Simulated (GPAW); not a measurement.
# TiO2 (P4_2/mnm) in GPAW: further runs

The runs below take TiO2 through band structure, with PBE+U, PBEsol.

All numbers are computed with GPAW 26.7.0; they aren't measurements. Logs are shortened: lines on timing, memory, paths and dates and some standing lists are left out, and cuts for length are marked. The log counts tension as positive stress, the text compression.

**Measured values to compare with.**

“Shallow Valence Band of Rutile GeO2 and P-type Doping”, 2020, arxiv:2011.08928 quotes, for a bulk crystal of TiO2 at 1.6 K: band gap 3.03 eV (direct).

The results are compared with them further down.

## (1) The structure

Symmetry: P4_2/mnm, No. 136, tetragonal system. Conventional cell: a = 4.600 Å, b = 4.600 Å, c = 2.959 Å, α = 90.00°, β = 90.00°, γ = 90.00°. Ti (site symmetry mmm) has 6 O at 1.95 to 1.98 Å as nearest neighbours. O (site symmetry m2m) has 3 Ti at 1.95 to 1.98 Å as nearest neighbours.

The cell is a database's computed one.

## (2) Band structure, PBE+U

Contents of run.py:

```python
from ase.dft.bandgap import bandgap
from ase.io import read, write
from ase.units import GPa
from gpaw import GPAW, PW

atoms = read('TiO2.xyz')

calc = GPAW(mode=PW(800),
            xc='PBE',
            kpts={'size': (4, 4, 7), 'gamma': True},
            occupations={'name': 'fermi-dirac', 'width': 0.05},
            setups={'Ti': ':d,8.0'},
            nbands=43,
            convergence={'density': 1e-05, 'energy': 1e-05},
            maxiter=150,
            txt='gpaw.txt')
atoms.calc = calc
energy = atoms.get_potential_energy()
forces = atoms.get_forces()
stress = atoms.get_stress()
calc.write('gs.gpw')
write('result.traj', atoms)
print(f'Energy: {energy:.6f} eV')
print('Forces (eV/A):')
print(forces.round(4))
print('Stress (GPa):', (stress / GPa).round(3))
print('Fermi level:', round(calc.get_fermi_level(), 4), 'eV')
print(f'Gap: {bandgap(calc)[0]:.4f} eV, direct: {bandgap(calc, direct=True)[0]:.4f} eV')

path = atoms.cell.bandpath('GXMGZRAZ,XR,MA', npoints=100, eps=1e-4)
bs_calc = calc.fixed_density(kpts=path, symmetry='off', nbands=61,
                             convergence={'bands': 'CBM+6.0', 'eigenstates': 1e-6}, txt='bands.txt')
bs = bs_calc.band_structure()
bs.write('bs.json')
print(f'Gap on the path: {bandgap(bs_calc)[0]:.4f} eV')
```

Contents of TiO2.xyz:

```xyz
6
Lattice="4.5998373239 0.0000000000 0.0000000000 0.0000000000 4.5998373239 0.0000000000 0.0000000000 0.0000000000 2.9592135600" Properties=species:S:1:pos:R:3 pbc="T T T"
Ti     0.0000000000      0.0000000000      1.4796067800
Ti     2.2999186620      2.2999186620      0.0000000000
O      1.3998285662      1.3998285662      1.4796067800
O      0.9000900958      3.6997472281      0.0000000000
O      3.6997472281      0.9000900958      0.0000000000
O      3.2000087577      3.2000087577      1.4796067800
```

Potentials or basis: GPAW PAW data sets (gpaw-data 1.2.1), pw.

On the command line:

```console
> OMP_NUM_THREADS=1 python run.py
```

gpaw.txt:

```text
__  _  _
 | _ |_)|_||  |
 |__||  | ||/\| - 26.7.0

Input parameters:
  mode=PW(ecut=800.0),
  convergence={'density': 1e-05, 'energy': 1e-05},
  kpts=MonkhorstPack(size=(4, 4, 7), gamma=True),
  maxiter=150,
  nbands=43,
  occupations=Occupations(name='fermi-dirac', width=0.05),
  setups={'Ti': ':d,8.0'},
  xc=XC(name='PBE')

Diagonalizing LCAO Hamiltonian
Converting LCAO to pw mode
    .----------.
   /|          |
  / |          |
 *  |      O   |
 |  .O---------.
 Ti/  O Ti    /
 |/       O  /
 *----------*

Atoms  # Å, Bohr magnetons
|   | symbol |        x |        y |        z |    initial magnetic moments |
|---|--------|----------|----------|----------|-----------------------------|
| 0 |     Ti | 0.000000 | 0.000000 | 1.479607 | ( 0.0000,  0.0000,  0.0000) |
| 1 |     Ti | 2.299919 | 2.299919 | 0.000000 | ( 0.0000,  0.0000,  0.0000) |
| 2 |      O | 1.399829 | 1.399829 | 1.479607 | ( 0.0000,  0.0000,  0.0000) |
| 3 |      O | 0.900090 | 3.699747 | 0.000000 | ( 0.0000,  0.0000,  0.0000) |
| 4 |      O | 3.699747 | 0.900090 | 0.000000 | ( 0.0000,  0.0000,  0.0000) |
| 5 |      O | 3.200009 | 3.200009 | 1.479607 | ( 0.0000,  0.0000,  0.0000) |

Unit cell  # Å
| periodic |        x |        y |        z |  lengths |    angles |
|----------|----------|----------|----------|----------|-----------|
|      yes | 4.599837 | 0.000000 | 0.000000 | 4.599837 | 90.000000 |
|      yes | 0.000000 | 4.599837 | 0.000000 | 4.599837 | 90.000000 |
|      yes | 0.000000 | 0.000000 | 2.959214 | 2.959214 | 90.000000 |

Number of symmetries: 8
Symmetry operations  # r_c * U_cc + t_c -> r_c
|   | kind |            matrix            |
|---|------|------------------------------|
| 0 |  E   |  1, 0, 0,  0, 1, 0,  0, 0, 1 |
| 1 |  σ   |  1, 0, 0,  0, 1, 0,  0, 0,-1 |
| 2 |  σ   |  0, 1, 0,  1, 0, 0,  0, 0, 1 |
| 3 |  C2  |  0, 1, 0,  1, 0, 0,  0, 0,-1 |
| 4 |  σ   |  0,-1, 0, -1, 0, 0,  0, 0, 1 |
| 5 |  C2  |  0,-1, 0, -1, 0, 0,  0, 0,-1 |
| 6 |  C2  | -1, 0, 0,  0,-1, 0,  0, 0, 1 |
| 7 |  i   | -1, 0, 0,  0,-1, 0,  0, 0,-1 |

BZ-sampling:
  Number of BZ points: 112
  Number of IBZ points: 28

  Monkhorst-Pack size: [4, 4, 7]
  Monkhorst-Pack shift: [0.125, 0.125, 0.0]

K-points  # in reciprocal-cell coordinates
|     |                                coordinates |     weight |
|-----|--------------------------------------------|------------|
|   0 | (  0.00000000,   0.00000000,   0.00000000) | 0.00892857 |
|   1 | (  0.00000000,   0.00000000,   0.14285714) | 0.01785714 |
|   2 | (  0.00000000,   0.00000000,   0.28571429) | 0.01785714 |
|   3 | (  0.00000000,   0.00000000,   0.42857143) | 0.01785714 |
|   4 | (  0.25000000,  -0.25000000,   0.00000000) | 0.01785714 |
|   5 | (  0.25000000,  -0.25000000,   0.14285714) | 0.03571429 |
|   6 | (  0.25000000,  -0.25000000,   0.28571429) | 0.03571429 |
|   7 | (  0.25000000,  -0.25000000,   0.42857143) | 0.03571429 |
|   8 | (  0.25000000,   0.00000000,   0.00000000) | 0.03571429 |
|   9 | (  0.25000000,   0.00000000,   0.14285714) | 0.07142857 |
| ... |                                            |            |
|  27 | (  0.50000000,   0.50000000,   0.42857143) | 0.01785714 |

Plane wave coefficients: 3249
Cutoff: 800.0 eV

Spin-components: 1 (collinear spins)
Bands:           43
Projectors:      32
Spin-degeneracy: 2
Datatype:        complex128

Parallelization:
  kpt:    1
  domain: 1
  band:   1

Density:
  Valence electrons: 48.0
  Components: 1
  Grid points: [32 32 20]
  Charge: 0.0  # |e|

Potential:
  Grid points: [32 32 20]

species:
  Ti:
    name:    Titanium
    Z:       22.0
    valence: 12
    core:    10
    charge:  0.0  # [|e|]
    Hubbard: {U: 8.0,  # eV
              l: 2,
              scale: True}
    compensation charges:
      type: gauss
      rc: 0.38  # [Å]
      lmax: 2
    cutoffs:
      filter: 2.23  # [Å]
      core: 1.02  # [Å]
    projectors
    | kind |    occ | energy [eV] | rcut [Å] |
    |------|--------|-------------|----------|
    |   3s |  2.000 |     -62.623 |    1.270 |
    |   4s |  2.000 |      -4.466 |    1.270 |
    |   3p |  6.000 |     -38.862 |    1.058 |
    |   4p |  0.000 |      -1.466 |    1.058 |
    |   3d |  2.000 |      -4.258 |    1.058 |
    |    d |        |      22.953 |    1.058 |

    Using partial waves for Ti as LCAO basis

  O:
    name:    Oxygen
    Z:       8.0
    valence: 6
    core:    2
    charge:  0.0  # [|e|]
    compensation charges:
      type: gauss
      rc: 0.21  # [Å]
      lmax: 2
    cutoffs:
      filter: 1.17  # [Å]
      core: 0.83  # [Å]
    projectors
    | kind |    occ | energy [eV] | rcut [Å] |
    |------|--------|-------------|----------|
    |   2s |  2.000 |     -23.961 |    0.688 |
    |   2p |  4.000 |      -9.029 |    0.598 |
    |    s |        |       3.251 |    0.688 |
    |    p |        |      18.182 |    0.598 |
    |    d |        |       0.000 |    0.619 |

    Using partial waves for O as LCAO basis

Reference energy: -54611.437768  # eV

eigensolver:
  PPCG
  Converge bands: occupied
  niter=2

density mixing:
  MSR1-Mixer
  Pratt-step length: 0.05
  Maximum mixing coefficient: 0.75
  Old densities: 10
  SVD Regularization: 0.005
  Good broyden scale: 1.0
  Trust region scale: 1.0
  Backstep threshold: 4.0
  History deletion threshold: 6.0
  Fourier metric: weight=20.0, sigma=0.015

occupation numbers:
  Fermi-Dirac:
    width: 0.0500  # eV

poisson solver:
  ecut: 6400.0  # eV

xc functional:
  name: PBE with 2 nearest neighbor stencil

convergence criteria:
- Maximum integral of absolute [dens]ity change: 1e-05 electrons / valence electron
- Maximum [total energy] change in last 3 cyles: 1e-05 eV / valence electron
- Maximum integral of absolute [eigenst]ate change: 4e-08 eV^2 / valence electron
maximum number of iterations: 150

SCF iterations
|iter     | |      energy | eigst |  dens |
|---------|-|-------------|-------|-------|
|iter:   1| |  -55.172292 | +0.07 |       |
|iter:   2| |  -51.511495 | -1.64 | -0.75 |
|iter:   3| |  -42.343284 | -0.40 | -0.80 |
|iter:   4| |  -42.136686 | -1.89 | -1.37 |
|iter:   5| |  -42.322099 | -2.23 | -1.65 |
|iter:   6| |  -42.241432 | -3.04 | -1.87 |
|iter:   7| |  -42.240240 | -3.60 | -2.46 |
|iter:   8| |  -42.240993 | -4.84 | -3.19 |
|iter:   9| |  -42.241077 | -6.12 | -3.53 |
|iter:  10| |  -42.241080c| -6.76 | -3.91 |
|iter:  11| |  -42.241082c| -7.95c| -4.43 |
|iter:  12| |  -42.241082c| -8.19c| -4.74 |
|iter:  13| |  -42.241082c| -7.82c| -5.07c|

Converged in 13 steps
Energy contributions relative to reference atoms: (reference = -54611.437768)

Energy contributions:
  Kinetic:          52.215744
  Coulomb:         -62.941943
  Zero:              1.668650
  External:          0.000000
  Xc:              -33.183532
  Entropy:          -0.000000
  Spinorbit:         0.000000
  ----------------------------
  Free energy:     -42.241082
  Extrapolated:    -42.241082

dipole moment: (-15.025814, -15.025814, -26.239759)  # |e|*Ang

Fermi level: 7.619
Eigenvalues  # (at kpt = [0.000, 0.000, 0.000])
| band index |      eig [eV] | occ [0-2] |
|------------|---------------|-----------|
|          0 |       -53.162 |     2.000 |
|        ... |               |           |
|         16 |         2.419 |     2.000 |
|         17 |         3.406 |     2.000 |
|         18 |         3.406 |     2.000 |
|         19 |         3.984 |     2.000 |
|         20 |         5.343 |     2.000 |
|         21 |         5.671 |     2.000 |
[... 8 lines left out ...]
|         30 |        12.441 |     0.000 |
|         31 |        13.153 |     0.000 |
|        ... |               |           |
|         42 |        25.078 |     0.000 |

Gap: 3.245 eV
Transition (v -> c):
  (s=0, k=0, n=23, [0.00, 0.00, 0.00]) -> (s=0, k=24, n=24, [0.50, 0.50, 0.00])
Direct/indirect transitions are different
Direct gap: 3.323 eV
Transition at: (s=0, k=0, n=23, [0.00, 0.00, 0.00])

Forces  # eV/Ang
|        x |        y |       z |
|----------|----------|---------|
|  0.00000 |  0.00000 | 0.00000 |  # Ti   0
|  0.00000 |  0.00000 | 0.00000 |  # Ti   1
| -0.10867 | -0.10867 | 0.00000 |  # O    2
|  0.10872 | -0.10872 | 0.00000 |  # O    3
| -0.10872 |  0.10872 | 0.00000 |  # O    4
|  0.10867 |  0.10867 | 0.00000 |  # O    5

Stress tensor  # eV/Ang^3
|         x |         y |         z |
|-----------|-----------|-----------|
| -0.075477 |  0.000000 |  0.000000 |
|  0.000000 | -0.075477 |  0.000000 |
|  0.000000 |  0.000000 | -0.124326 |

# Writing to gs.gpw (mode='')
```

Wall time 2.1 min (1 thread of Intel Xeon 6975P-C (Granite Rapids), shared host); peak memory 0.7 GiB.

Results:

- Free energy: -42.2411 eV
- Pressure: 14.7 GPa
- Largest force: 0.154 eV/Å
- Band gap on the k mesh: 3.25 eV, indirect (least direct gap 3.32 eV)
- Band gap along the path: 3.25 eV, indirect (least direct gap 3.32 eV)

Forces in eV/Å, atoms in the order of the input:
```
Ti   0.000  0.000  0.000
Ti   0.000  0.000  0.000
O   -0.109 -0.109  0.000
O    0.109 -0.109  0.000
O   -0.109  0.109  0.000
O    0.109  0.109  0.000
```

Levels at the corners of the path, in eV from the valence-band top:
| point | band 22 | band 23 | band 24 | band 25 | band 26 | band 27 |
| --- | --- | --- | --- | --- | --- | --- |
| Γ | -0.60 | -0.60 | 0.00 | 3.32 | 3.39 | 4.03 |
| X | -1.78 | -0.81 | -0.81 | 3.91 | 3.91 | 4.68 |
| M | -1.57 | -1.31 | -1.31 | 3.25 | 3.25 | 4.05 |
| Γ | -0.60 | -0.60 | 0.00 | 3.32 | 3.39 | 4.03 |
| Z | -2.34 | -1.55 | -1.55 | 4.48 | 4.48 | 4.85 |
| R | -1.99 | -1.16 | -1.16 | 3.39 | 3.39 | 4.85 |
| A | -1.24 | -0.80 | -0.80 | 4.10 | 4.10 | 4.61 |
| Z | -2.34 | -1.55 | -1.55 | 4.48 | 4.48 | 4.85 |
| X | -1.78 | -0.81 | -0.81 | 3.91 | 3.91 | 4.68 |
| R | -1.99 | -1.16 | -1.16 | 3.39 | 3.39 | 4.85 |
| M | -1.57 | -1.31 | -1.31 | 3.25 | 3.25 | 4.05 |
| A | -1.24 | -0.80 | -0.80 | 4.10 | 4.10 | 4.61 |

## (3) Band structure, PBEsol, 9.23 Å³/atom

Contents of run.py:

```python
from ase import Atoms
from ase.dft.bandgap import bandgap
from ase.io import write
from ase.units import GPa
from gpaw import GPAW, PW, setup_paths

setup_paths.insert(0, '.')

atoms = Atoms(['Ti', 'Ti', 'O', 'O', 'O', 'O'],
              cell=[[4.4158438309, 0.0, 0.0],
                    [0.0, 4.4158438309, 0.0],
                    [0.0, 0.0, 2.8408450176]],
              scaled_positions=[[0.0, 0.0, 0.5],
                                [0.5, 0.5, 0.0],
                                [0.30432132, 0.30432132, 0.5],
                                [0.19567868, 0.80432132, 0.0],
                                [0.80432132, 0.19567868, 0.0],
                                [0.69567868, 0.69567868, 0.5]],
              pbc=True)

calc = GPAW(mode=PW(800),
            xc='PBEsol',
            kpts={'size': (4, 4, 7), 'gamma': True},
            occupations={'name': 'fermi-dirac', 'width': 0.05},
            nbands=43,
            convergence={'density': 1e-05, 'energy': 1e-05},
            maxiter=150,
            txt='gpaw.txt')
atoms.calc = calc
energy = atoms.get_potential_energy()
forces = atoms.get_forces()
stress = atoms.get_stress()
calc.write('gs.gpw')
write('result.traj', atoms)
print(f'Energy: {energy:.6f} eV')
print('Forces (eV/A):')
print(forces.round(4))
print('Stress (GPa):', (stress / GPa).round(3))
print('Fermi level:', round(calc.get_fermi_level(), 4), 'eV')
print(f'Gap: {bandgap(calc)[0]:.4f} eV, direct: {bandgap(calc, direct=True)[0]:.4f} eV')

path = atoms.cell.bandpath('GXMGZRAZ,XR,MA', npoints=60, eps=1e-4)
bs_calc = calc.fixed_density(kpts=path, symmetry='off', nbands=60,
                             convergence={'bands': 'CBM+6.0', 'eigenstates': 1e-6}, txt='bands.txt')
bs = bs_calc.band_structure()
bs.write('bs.json')
print(f'Gap on the path: {bandgap(bs_calc)[0]:.4f} eV')
```

Potentials or basis: PAW data sets generated in the run's folder for this functional, pw.

On the command line:

```console
> gpaw-setup -f PBEsol O Ti
> OMP_NUM_THREADS=1 python run.py
```

gpaw.txt:

```text
__  _  _
 | _ |_)|_||  |
 |__||  | ||/\| - 26.7.0

Input parameters:
  mode=PW(ecut=800.0),
  convergence={'density': 1e-05, 'energy': 1e-05},
  kpts=MonkhorstPack(size=(4, 4, 7), gamma=True),
  maxiter=150,
  nbands=43,
  occupations=Occupations(name='fermi-dirac', width=0.05),
  xc=XC(name='PBEsol')

Diagonalizing LCAO Hamiltonian
Converting LCAO to pw mode
    .----------.
   /|          |
  / |      O   |
 *  .----------.
 Ti/ OO Ti    /
 |/       O  /
 *----------*

Atoms  # Å, Bohr magnetons
|   | symbol |        x |        y |        z |    initial magnetic moments |
|---|--------|----------|----------|----------|-----------------------------|
| 0 |     Ti | 0.000000 | 0.000000 | 1.420423 | ( 0.0000,  0.0000,  0.0000) |
| 1 |     Ti | 2.207922 | 2.207922 | 0.000000 | ( 0.0000,  0.0000,  0.0000) |
| 2 |      O | 1.343835 | 1.343835 | 1.420423 | ( 0.0000,  0.0000,  0.0000) |
[... 179 lines left out ...]
  Xc:              -53.554605
  Entropy:          -0.000000
  Spinorbit:         0.000000
  ----------------------------
  Free energy:     -53.906155
  Extrapolated:    -53.906155

dipole moment: (-14.256954, -14.256954, -25.080298)  # |e|*Ang

Fermi level: 7.901
Eigenvalues  # (at kpt = [0.000, 0.000, 0.000])
| band index |      eig [eV] | occ [0-2] |
|------------|---------------|-----------|
|          0 |       -49.218 |     2.000 |
|        ... |               |           |
|         16 |         2.660 |     2.000 |
|         17 |         4.148 |     2.000 |
|         18 |         4.148 |     2.000 |
|         19 |         4.867 |     2.000 |
|         20 |         6.272 |     2.000 |
|         21 |         6.484 |     2.000 |
[... 8 lines left out ...]
|         30 |        12.400 |     0.000 |
|         31 |        14.763 |     0.000 |
|        ... |               |           |
|         42 |        27.902 |     0.000 |

Gap: 2.136 eV
Transition (v -> c):
  (s=0, k=0, n=23, [0.00, 0.00, 0.00]) -> (s=0, k=0, n=24, [0.00, 0.00, 0.00])
No difference between direct/indirect transitions

Forces  # eV/Ang
|        x |        y |       z |
|----------|----------|---------|
|  0.00000 |  0.00000 | 0.00000 |  # Ti   0
|  0.00000 |  0.00000 | 0.00000 |  # Ti   1
| -0.46108 | -0.46108 | 0.00000 |  # O    2
|  0.46111 | -0.46111 | 0.00000 |  # O    3
| -0.46111 |  0.46111 | 0.00000 |  # O    4
|  0.46108 |  0.46108 | 0.00000 |  # O    5

Stress tensor  # eV/Ang^3
|         x |         y |         z |
|-----------|-----------|-----------|
| -0.212421 | -0.000000 |  0.000000 |
| -0.000000 | -0.212421 |  0.000000 |
|  0.000000 |  0.000000 | -0.264866 |

# Writing to gs.gpw (mode='')
```

stdout:

```text
Energy: -53.906155 eV
Forces (eV/A):
[[ 0.      0.      0.    ]
 [ 0.      0.      0.    ]
 [-0.4611 -0.4611  0.    ]
 [ 0.4611 -0.4611  0.    ]
 [-0.4611  0.4611  0.    ]
 [ 0.4611  0.4611  0.    ]]
Stress (GPa): [-34.034 -34.034 -42.436   0.      0.     -0.   ]
Fermi level: 7.901 eV
Gap: 2.1362 eV, direct: 2.1362 eV
Gap on the path: 2.1362 eV
```

bands.txt:

```text
Diagonalizing LCAO Hamiltonian
Converting LCAO to pw mode
convergence criteria:
- Maximum integral of absolute [eigenst]ate change: 1e-06 eV^2 / valence electron
maximum number of iterations: 150

SCF iterations
|iter     | |      energy | eigst |  dens |
|---------|-|-------------|-------|-------|
|iter:   1| |             | +0.86 |       |
[... 65 lines left out ...]
         [0.5       , 0.5       , 0.0625    ],
         [0.5       , 0.5       , 0.125     ],
         [0.5       , 0.5       , 0.1875    ],
         [0.5       , 0.5       , 0.25      ],
         [0.5       , 0.5       , 0.3125    ],
         [0.5       , 0.5       , 0.375     ],
         [0.5       , 0.5       , 0.4375    ],
         [0.5       , 0.5       , 0.5       ]])),
  maxiter=150,
  nbands=60,
  occupations=Occupations(name='fermi-dirac', width=0.05),
  symmetry=Symmetry(point_group=False, time_reversal=False),
  xc=XC(name='PBEsol')
```

It took 4.9 min on 1 thread of Intel Xeon at 2.50GHz (Skylake/Cascade Lake), shared host; peak memory 0.5 GiB.

Results:

```
Free energy             : -53.9062 eV
Pressure                : 36.8 GPa
Largest force           : 0.652 eV/Å
Band gap on the k mesh  : 2.14 eV, direct
Band gap along the path : 2.14 eV, direct
```

Caveat: the density grid can change from cell to cell, which puts small steps into energies and stress.

## (4) Band structure, PBEsol, 9.82 Å³/atom

Changes to run.py since step 3:

```diff
@@ -9,5 +9,5 @@
 atoms = Atoms(['Ti', 'Ti', 'O', 'O', 'O', 'O'],
-              cell=[[4.4158438309, 0.0, 0.0],
-                    [0.0, 4.4158438309, 0.0],
-                    [0.0, 0.0, 2.8408450176]],
+              cell=[[4.5078405774, 0.0, 0.0],
+                    [0.0, 4.5078405774, 0.0],
+                    [0.0, 0.0, 2.9000292888]],
               scaled_positions=[[0.0, 0.0, 0.5],
```

On the command line:

```console
> gpaw-setup -f PBEsol O Ti
> OMP_NUM_THREADS=1 python run.py
```

Wall time 5.2 min (1 thread of Intel Xeon at 2.50GHz (Skylake/Cascade Lake), shared host); peak memory 0.52 GiB.

It converged, with:

```
Free energy             : -54.4769 eV
Pressure                : 15.2 GPa
Largest force           : 0.282 eV/Å
Band gap on the k mesh  : 1.98 eV, direct
Band gap along the path : 1.98 eV, direct
```

Caveat: the density grid can change from cell to cell, which puts small steps into energies and stress.

## (5) Comparison with measurements

Step 2. Measured direct gap of TiO2: 3.03 eV (direct; 1.6 K; quoted in “Shallow Valence Band of Rutile GeO2 and P-type Doping”, 2020, arxiv:2011.08928). This calculation gives 3.32 eV (+0.29 eV). The value is that of PBE+U, without temperature or zero-point motion. The cell is a database's relaxed one, not the measured one, which moves gaps too.
